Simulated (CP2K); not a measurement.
## GaSb under changes of volume

One of the cells (24.120 Å³/atom); the others are scaled copies at fixed shape and fractional positions:

```
Sb Ga
1.0
     4.20632    0.00000    0.00000
    -3.00321    2.94515    0.00000
    -0.60156   -1.47257    3.89394
Sb Ga
1 1
Direct
  0.00000 0.00000 0.00000
  0.75000 0.25000 0.50000
```

Measurements of this composition are mostly on another form, of space group No. 216.

```yaml
Program: CP2K 2026.2
Functional: PBE
Potentials_or_basis: POTENTIAL_UZH Sb GTH-PBE-q5, Ga GTH-PBE-q13; TZVP-MOLOPT-PBE-GTH basis
Density_cutoff: 6123 eV
k_mesh: 10 × 10 × 10
Occupations: fermi-dirac, width 0.05 eV
Spin: no spin polarisation
```

```csv
volume (Å³/atom),energy over the lowest point (meV/atom),pressure (GPa),largest force (eV/Å)
22.672,?,?,?
23.155,15.47,3.8,0.002
23.637,5.94,2.5,0.001
24.120,0.00,1.4,0.001
24.602,6.66,-0.1,0.000
25.084,8.29,-1.0,0.000
25.567,12.55,-1.8,0.001
```

Question: What does the run at 22.672 Å³/atom give?

Answer: Energy over the lowest point 29.01 meV/atom; pressure 5.2 GPa; largest force 0.002 eV/Å.

The energies don't lie on one smooth curve, so no fit is given. The run at 24.602 Å³/atom lies farthest off, from a change of basis, grid or state.

Energies are extrapolated to zero smearing.

Caveats: the basis of atomic orbitals isn't converged, which shifts pressures, moduli and gaps.
